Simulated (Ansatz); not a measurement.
Born–Oppenheimer molecular dynamics of a periodic cell of 13 atoms, Re12H (host Re, host structure hcp, interstitial H). It goes on from the last frame of an earlier run, with new velocities.

All numbers below come from DFT PBE, scalar-relativistic, plane waves, PAW in Ansatz. Settings: accuracy low, cutoff 420 eV, k mesh 3x2x3, fermi-dirac smearing 0.05 eV, no spin polarisation.

- ensemble: NVT, Langevin thermostat
- time step: 0.75 fs
- steps asked: 300
- set temperature: 840 K
- friction: 0.05 /fs
- seed: 834018

Frames 0.75 fs apart, positions in Å, forces in eV/Å.

Velocities at 0.0 fs (Å/ps):

```
Re -0.24 -0.72 0.95
Re 2.62 2.87 -1.81
Re 0.72 0.01 -1.63
Re 3.54 2.05 -0.33
Re -3.33 0.13 -0.30
Re -1.93 -1.96 2.39
Re 1.01 -2.10 1.69
Re -2.17 -0.87 -0.30
Re 2.04 -0.09 3.08
Re -1.36 1.55 -0.20
Re -2.31 -0.64 -2.00
Re 1.13 -0.30 -1.30
H 49.97 15.36 -45.71
```

```xyz
13
Lattice="5.5200 0.0000 0.0000 -4.1400 7.1707 0.0000 0.0000 0.0000 4.4574" Properties=species:S:1:pos:R:3:forces:R:3 time_fs=0.0 energy_less_start_eV=0.000 T=775
Re -0.115 0.041 -0.061 1.36 0.10 0.70
Re 0.029 1.533 2.231 -0.58 0.80 -0.44
Re -1.555 2.326 -0.037 2.41 1.23 0.15
Re -1.299 3.982 2.350 -1.26 -0.08 0.02
Re -2.834 4.871 0.005 1.01 -0.42 -0.38
Re -2.787 6.320 2.245 0.36 1.03 -0.27
Re 2.719 0.040 -0.044 -0.28 -1.25 0.24
Re 2.751 1.658 2.206 -0.33 -0.56 0.00
Re 1.346 2.370 -0.080 -0.82 -0.08 0.82
Re 1.350 4.027 2.273 0.76 -0.76 -0.82
Re 0.164 4.761 -0.023 -1.48 1.14 -0.11
Re -0.039 6.436 2.237 -0.28 -0.30 -0.41
H -1.286 4.178 0.586 -0.87 -0.86 0.49
13
Lattice="5.5200 0.0000 0.0000 -4.1400 7.1707 0.0000 0.0000 0.0000 4.4574" Properties=species:S:1:pos:R:3:forces:R:3 time_fs=0.8 energy_less_start_eV=0.065 T=903
Re -0.115 0.041 -0.061 1.36 0.14 0.69
Re 0.032 1.535 2.229 -0.62 0.75 -0.42
Re -1.554 2.326 -0.038 2.39 1.24 0.16
Re -1.296 3.983 2.350 -1.32 -0.10 -0.20
Re -2.836 4.871 0.004 1.17 -0.49 -0.30
Re -2.788 6.319 2.247 0.39 1.05 -0.30
Re 2.720 0.038 -0.043 -0.29 -1.23 0.23
Re 2.749 1.658 2.205 -0.27 -0.55 0.01
Re 1.348 2.370 -0.077 -0.83 -0.08 0.77
Re 1.348 4.028 2.272 0.80 -0.78 -0.82
Re 0.162 4.761 -0.025 -1.03 1.37 -0.28
Re -0.038 6.436 2.236 -0.31 -0.26 -0.40
H -1.252 4.185 0.557 -1.45 -1.05 0.85
13
Lattice="5.5200 0.0000 0.0000 -4.1400 7.1707 0.0000 0.0000 0.0000 4.4574" Properties=species:S:1:pos:R:3:forces:R:3 time_fs=1.5 energy_less_start_eV=0.132 T=995
Re -0.116 0.040 -0.060 1.36 0.17 0.68
Re 0.035 1.537 2.228 -0.68 0.70 -0.39
Re -1.553 2.326 -0.040 2.36 1.23 0.18
Re -1.294 3.984 2.350 -1.37 -0.12 -0.35
Re -2.838 4.871 0.004 1.30 -0.54 -0.24
Re -2.790 6.317 2.250 0.42 1.07 -0.35
Re 2.720 0.036 -0.042 -0.28 -1.21 0.22
Re 2.747 1.657 2.205 -0.20 -0.54 0.02
Re 1.349 2.369 -0.074 -0.84 -0.07 0.72
Re 1.347 4.029 2.271 0.84 -0.81 -0.81
Re 0.160 4.760 -0.028 -0.62 1.57 -0.42
Re -0.037 6.435 2.235 -0.33 -0.23 -0.38
H -1.227 4.185 0.535 -1.95 -1.21 1.12
13
Lattice="5.5200 0.0000 0.0000 -4.1400 7.1707 0.0000 0.0000 0.0000 4.4574" Properties=species:S:1:pos:R:3:forces:R:3 time_fs=2.2 energy_less_start_eV=0.196 T=977
Re -0.116 0.040 -0.060 1.36 0.19 0.67
Re 0.038 1.539 2.226 -0.74 0.66 -0.36
Re -1.552 2.326 -0.041 2.33 1.21 0.19
Re -1.292 3.985 2.349 -1.42 -0.14 -0.46
Re -2.841 4.872 0.004 1.39 -0.59 -0.19
Re -2.792 6.315 2.252 0.45 1.11 -0.39
Re 2.720 0.034 -0.040 -0.28 -1.18 0.21
Re 2.745 1.657 2.206 -0.14 -0.54 0.02
Re 1.351 2.368 -0.071 -0.85 -0.06 0.67
Re 1.345 4.030 2.270 0.88 -0.84 -0.81
Re 0.158 4.760 -0.031 -0.27 1.75 -0.51
Re -0.036 6.435 2.233 -0.36 -0.19 -0.36
H -1.208 4.183 0.516 -2.36 -1.35 1.33
13
Lattice="5.5200 0.0000 0.0000 -4.1400 7.1707 0.0000 0.0000 0.0000 4.4574" Properties=species:S:1:pos:R:3:forces:R:3 time_fs=3.0 energy_less_start_eV=0.214 T=1024
Re -0.116 0.039 -0.059 1.35 0.21 0.66
Re 0.042 1.541 2.225 -0.81 0.61 -0.34
Re -1.551 2.327 -0.043 2.32 1.17 0.19
Re -1.290 3.986 2.348 -1.47 -0.18 -0.53
Re -2.843 4.872 0.004 1.43 -0.62 -0.17
Re -2.793 6.313 2.255 0.48 1.14 -0.43
Re 2.720 0.032 -0.038 -0.28 -1.16 0.19
Re 2.743 1.656 2.206 -0.07 -0.54 0.04
Re 1.352 2.368 -0.068 -0.86 -0.04 0.62
Re 1.344 4.031 2.270 0.91 -0.86 -0.81
Re 0.156 4.759 -0.035 -0.16 1.81 -0.49
Re -0.035 6.434 2.231 -0.38 -0.15 -0.34
H -1.205 4.175 0.503 -2.46 -1.39 1.41
13
Lattice="5.5200 0.0000 0.0000 -4.1400 7.1707 0.0000 0.0000 0.0000 4.4574" Properties=species:S:1:pos:R:3:forces:R:3 time_fs=3.8 energy_less_start_eV=0.175 T=956
Re -0.116 0.039 -0.059 1.34 0.22 0.65
Re 0.045 1.543 2.225 -0.88 0.57 -0.32
Re -1.551 2.329 -0.043 2.31 1.10 0.19
Re -1.288 3.987 2.348 -1.53 -0.22 -0.56
Re -2.845 4.873 0.005 1.39 -0.60 -0.18
Re -2.793 6.311 2.258 0.49 1.17 -0.46
Re 2.720 0.030 -0.036 -0.27 -1.12 0.16
Re 2.741 1.655 2.205 0.01 -0.54 0.05
Re 1.353 2.367 -0.065 -0.88 -0.03 0.57
Re 1.343 4.032 2.269 0.95 -0.88 -0.80
Re 0.153 4.758 -0.038 -0.36 1.73 -0.32
Re -0.034 6.433 2.229 -0.39 -0.11 -0.31
H -1.222 4.163 0.496 -2.17 -1.28 1.33
13
Lattice="5.5200 0.0000 0.0000 -4.1400 7.1707 0.0000 0.0000 0.0000 4.4574" Properties=species:S:1:pos:R:3:forces:R:3 time_fs=4.5 energy_less_start_eV=0.100 T=995
Re -0.116 0.039 -0.058 1.34 0.22 0.63
Re 0.049 1.544 2.225 -0.96 0.54 -0.30
Re -1.550 2.329 -0.044 2.31 1.02 0.18
Re -1.286 3.989 2.347 -1.61 -0.27 -0.54
Re -2.846 4.873 0.006 1.30 -0.56 -0.22
Re -2.794 6.310 2.261 0.50 1.18 -0.48
Re 2.720 0.028 -0.034 -0.27 -1.09 0.14
Re 2.739 1.655 2.205 0.07 -0.55 0.07
Re 1.354 2.367 -0.063 -0.88 -0.01 0.53
Re 1.342 4.032 2.268 1.00 -0.88 -0.80
Re 0.151 4.757 -0.041 -0.77 1.54 -0.07
Re -0.032 6.432 2.227 -0.40 -0.08 -0.29
H -1.251 4.145 0.500 -1.62 -1.07 1.15
13
Lattice="5.5200 0.0000 0.0000 -4.1400 7.1707 0.0000 0.0000 0.0000 4.4574" Properties=species:S:1:pos:R:3:forces:R:3 time_fs=5.2 energy_less_start_eV=0.016 T=1124
Re -0.117 0.039 -0.056 1.34 0.21 0.61
Re 0.053 1.546 2.225 -1.03 0.49 -0.28
Re -1.549 2.330 -0.045 2.31 0.92 0.15
Re -1.284 3.989 2.346 -1.68 -0.31 -0.45
Re -2.848 4.872 0.007 1.18 -0.49 -0.28
Re -2.794 6.309 2.264 0.49 1.19 -0.51
Re 2.721 0.026 -0.032 -0.27 -1.04 0.13
Re 2.736 1.655 2.205 0.14 -0.55 0.08
Re 1.355 2.366 -0.061 -0.89 0.00 0.50
Re 1.341 4.032 2.268 1.04 -0.88 -0.80
Re 0.150 4.755 -0.045 -1.29 1.30 0.22
Re -0.031 6.430 2.225 -0.40 -0.04 -0.26
H -1.293 4.120 0.514 -0.93 -0.79 0.89
13
Lattice="5.5200 0.0000 0.0000 -4.1400 7.1707 0.0000 0.0000 0.0000 4.4574" Properties=species:S:1:pos:R:3:forces:R:3 time_fs=6.0 energy_less_start_eV=-0.037 T=1167
Re -0.117 0.039 -0.054 1.34 0.20 0.58
Re 0.056 1.548 2.225 -1.10 0.44 -0.26
Re -1.548 2.330 -0.046 2.31 0.81 0.13
Re -1.282 3.989 2.345 -1.76 -0.35 -0.34
Re -2.850 4.872 0.008 1.03 -0.40 -0.34
Re -2.794 6.308 2.268 0.49 1.20 -0.54
Re 2.721 0.023 -0.030 -0.27 -1.00 0.11
Re 2.734 1.654 2.205 0.20 -0.56 0.09
Re 1.356 2.366 -0.059 -0.90 0.01 0.47
Re 1.340 4.032 2.268 1.09 -0.87 -0.79
Re 0.147 4.753 -0.048 -1.72 1.09 0.48
Re -0.030 6.428 2.224 -0.39 0.00 -0.24
H -1.340 4.097 0.533 -0.31 -0.56 0.65
13
Lattice="5.5200 0.0000 0.0000 -4.1400 7.1707 0.0000 0.0000 0.0000 4.4574" Properties=species:S:1:pos:R:3:forces:R:3 time_fs=6.8 energy_less_start_eV=-0.055 T=1201
Re -0.117 0.040 -0.053 1.33 0.19 0.57
Re 0.059 1.549 2.225 -1.17 0.39 -0.24
Re -1.547 2.332 -0.048 2.31 0.68 0.10
Re -1.280 3.990 2.345 -1.84 -0.39 -0.23
Re -2.852 4.871 0.008 0.91 -0.31 -0.40
Re -2.794 6.306 2.272 0.49 1.21 -0.58
Re 2.721 0.021 -0.028 -0.26 -0.97 0.10
Re 2.731 1.654 2.205 0.26 -0.57 0.11
Re 1.357 2.365 -0.057 -0.92 0.02 0.44
Re 1.338 4.032 2.267 1.14 -0.86 -0.79
Re 0.145 4.752 -0.052 -2.02 0.94 0.69
Re -0.029 6.426 2.222 -0.40 0.05 -0.22
H -1.386 4.071 0.552 0.17 -0.38 0.46
13
Lattice="5.5200 0.0000 0.0000 -4.1400 7.1707 0.0000 0.0000 0.0000 4.4574" Properties=species:S:1:pos:R:3:forces:R:3 time_fs=7.5 energy_less_start_eV=-0.049 T=1257
Re -0.117 0.040 -0.051 1.32 0.17 0.56
Re 0.061 1.550 2.225 -1.24 0.35 -0.23
Re -1.546 2.333 -0.049 2.32 0.53 0.06
Re -1.278 3.990 2.344 -1.90 -0.43 -0.13
Re -2.853 4.870 0.009 0.80 -0.23 -0.46
Re -2.795 6.305 2.277 0.49 1.22 -0.63
Re 2.720 0.019 -0.027 -0.25 -0.92 0.10
Re 2.728 1.654 2.205 0.33 -0.59 0.12
Re 1.357 2.365 -0.054 -0.94 0.03 0.40
Re 1.337 4.030 2.267 1.18 -0.84 -0.78
Re 0.143 4.751 -0.055 -2.22 0.82 0.86
Re -0.028 6.423 2.221 -0.40 0.11 -0.21
H -1.429 4.042 0.571 0.51 -0.22 0.32
13
Lattice="5.5200 0.0000 0.0000 -4.1400 7.1707 0.0000 0.0000 0.0000 4.4574" Properties=species:S:1:pos:R:3:forces:R:3 time_fs=8.2 energy_less_start_eV=-0.026 T=1215
Re -0.117 0.041 -0.050 1.30 0.14 0.55
Re 0.064 1.551 2.225 -1.31 0.32 -0.21
Re -1.545 2.335 -0.050 2.32 0.37 0.02
Re -1.276 3.991 2.343 -1.95 -0.46 -0.05
Re -2.855 4.870 0.010 0.70 -0.15 -0.51
Re -2.795 6.303 2.281 0.49 1.23 -0.68
Re 2.720 0.016 -0.025 -0.23 -0.87 0.10
Re 2.725 1.653 2.204 0.40 -0.61 0.14
Re 1.358 2.365 -0.051 -0.95 0.04 0.36
Re 1.336 4.029 2.266 1.21 -0.82 -0.76
Re 0.141 4.750 -0.058 -2.34 0.72 0.99
Re -0.026 6.420 2.219 -0.41 0.17 -0.19
H -1.473 4.014 0.587 0.76 -0.09 0.24
```

Of the whole run (225 fs, mean temperature of the second half 755 K): The mean temperature of the second half is 10 % below the set value. A run of 0.23 ps of so small a system gives no equilibrium averages. Limits of this set-up: coarse k mesh, odd electron count without spin, low accuracy level.

Run time: 34 min on 2 threads of Arm Neoverse V1, on a shared host, peak memory 0.63 GiB.
